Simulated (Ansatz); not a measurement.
# Mg2Sn: the cost of one run

Method: DFT r²SCAN, frozen-core PAW, scalar-relativistic unless said, in Ansatz 0.2.0.

**1. Starting point**

The structure is cubic, space group Fm-3m (No. 225). Conventional cell: a = 6.739 Å, b = 6.739 Å, c = 6.739 Å, α = 90.00°, β = 90.00°, γ = 90.00°. Mg (site symmetry -43m) is surrounded by 4 Sn at 2.92 Å. Around Sn (site symmetry m-3m) lie 8 Mg at 2.92 Å.

As a file:

```cif
data_structure
_symmetry_space_group_name_H-M 'P 1'
_symmetry_Int_Tables_number 1
_cell_length_a 4.7652
_cell_length_b 4.7652
_cell_length_c 4.7652
_cell_angle_alpha 60.000
_cell_angle_beta 60.000
_cell_angle_gamma 60.000
_cell_volume 76.51
loop_
_atom_site_label
_atom_site_type_symbol
_atom_site_fract_x
_atom_site_fract_y
_atom_site_fract_z
_atom_site_occupancy
Mg1 Mg 0.25000 0.25000 0.25000 1
Mg2 Mg 0.75000 0.75000 0.75000 1
Sn1 Sn 0.00000 0.00000 0.00000 1
```

Cartesian axes are those of the input's lattice vectors. The structure goes back to a database entry.

**2. Cell and atoms relaxed, PAW**

input.yaml

```yaml
crystal:
  lattice:
    - [0.0, 3.3695, 3.3695]
    - [3.3695, 0.0, 3.3695]
    - [3.3695, 3.3695, 0.0]
  atoms:
    - { symbol: Mg, position: [0.25, 0.25, 0.25] }
    - { symbol: Mg, position: [0.75, 0.75, 0.75] }
    - { symbol: Sn, position: [0.0, 0.0, 0.0] }
kpoints:
  mp_grid: { grid: [12, 12, 12] }
scf:
  occupations: { method: fermi_dirac, width: 0.05 }
hamiltonian:
  xc: r2scan
  pseudopotentials: { kind: paw }
relax:
  f_tol: 0.002
  max_steps: 80
  cell: {}
output:
  forces: true
  stress: true
```

Run with:

```
$ ansatz run input.yaml --threads 1 --pin off --max-ram 3072MiB --backend cpu --events-out ev --progress --plain --runs-dir out
```

Q: Estimate wall time and peak memory on 1 thread of Arm Neoverse V2, shared host.

About 39 s, with a peak of 0.62 GiB.
